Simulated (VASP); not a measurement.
A run of VASP 6.6.1 is set up as follows.

File INCAR:

```
SYSTEM = NaCl
PREC = Accurate ; ENCUT = 520
EDIFF = 1E-6 ; ISMEAR = 0
SIGMA = 0.02 ; LREAL = .False.
LASPH = .True. ; NELM = 60
ALGO = Normal ; ISIF = 2
LWAVE = .False. ; LCHARG = .False.
METAGGA = R2SCAN ; LMIXTAU = .True.
NBANDS = 14
```

KPOINTS

```
Automatic mesh
0
Gamma
  8 8 8
  0 0 0
```

POSCAR

```
NaCl
1.0
    0.0000000000      2.8036200000      2.8036200000
    2.8036200000      0.0000000000      2.8036200000
    2.8036200000      2.8036200000      0.0000000000
Na Cl
1 1
Direct
    0.0000000000      0.0000000000      0.0000000000
    0.5000000000      0.5000000000      0.5000000000
```

Potentials or basis: VASP PAW PBE potentials, release 64 (Na_pv, Cl).

Launch:

```console
$ cat potpaw_PBE.64/Na_pv/POTCAR potpaw_PBE.64/Cl/POTCAR > POTCAR
$ mpirun -np 1 vasp_std > vasp.out
```

(1) Estimate the band gap on the k mesh.

(2) Predict the pressure.

Answers

(1) 5.99 eV, direct.

(2) -0.2 GPa.

Caveat: the PAW data sets were made with another functional, which shifts forces and pressure a little.
